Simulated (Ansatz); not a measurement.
Computed with DFT PBE, scalar-relativistic, plane waves, PAW (Ansatz). Settings: cutoff 420 eV, Γ-centred meshes spaced at most about 0.3 Å⁻¹, and about 0.25 Å⁻¹ or finer for metals (2π included), Gaussian smearing. No spin polarisation.

Temperature and zero-point effects are left out.

Two forms of Si4W were relaxed alike.

A.

Space group Immm (No. 71). a = 4.684 Å, b = 5.947 Å, c = 6.012 Å, α = 90.00°, β = 90.00°, γ = 90.00°
```
atom  site  symmetry       x       y       z
  Si    8l       m..  0.0000  0.6966  0.3062
   W    2a       mmm  0.0000  0.0000  0.0000
```

B.

Space group I-42m (No. 121). a = 5.145 Å, b = 5.145 Å, c = 6.171 Å, α = 90.00°, β = 90.00°, γ = 90.00°
| atom | site | symmetry | x | y | z |
| --- | --- | --- | --- | --- | --- |
| Si | 8i | ..m | 0.3168 | 0.3168 | 0.8474 |
| W | 2a | -42m | 0.0000 | 0.0000 | 0.0000 |

Task: Which would you expect to be lower, and how large is the difference?

Result: B is lower, by 11 meV/atom. A has space group Immm (No. 71), 16.7 Å³/atom and no gap on its mesh; B has space group I-42m (No. 121), 16.3 Å³/atom and no gap. Counting Si atoms around W (those within 1.25 times the shortest such distance or 1.15 times the sum of covalent radii, 1.27 where that leaves under three; a plus sign parts nearer from farther groups), A has W 4+8 and B has W 8. A holds Si–Si bonds in all directions (shortest 2.33 Å); in B the shortest Si–Si distance is 2.66 Å, near bonding range too. Even the lower one lies +0.22 eV/atom against the reference forms of the elements (uncorrected), so neither is stable at this level. In A, around Si lie 2 Si at 2.33–2.34 Å, 2 Si at 2.52 Å, 1 W at 2.58 Å and 2 W at 2.87 Å; around W lie 4 Si at 2.58 Å and 8 Si at 2.87 Å. In B, around Si lie 2 W at 2.49–2.52 Å, 3 Si at 2.66–2.67 Å, 4 Si at 2.92 Å and 2 Si at 3.23 Å; W has 8 Si at 2.49–2.52 Å. Both come from invented guesses. The lowest form computed isn't among them: it has space group Ccce (No. 68), 14.9 Å³/atom and lies 148 meV/atom below the best shown.

The k mesh leaves some 4 meV/atom of noise in the energy of each metallic cell. These runs have no spin–orbit coupling, which can matter for W. Cells relaxed within their symmetry can be saddle points. Some types were kept out of the candidates beforehand, so the set may lack a known form.
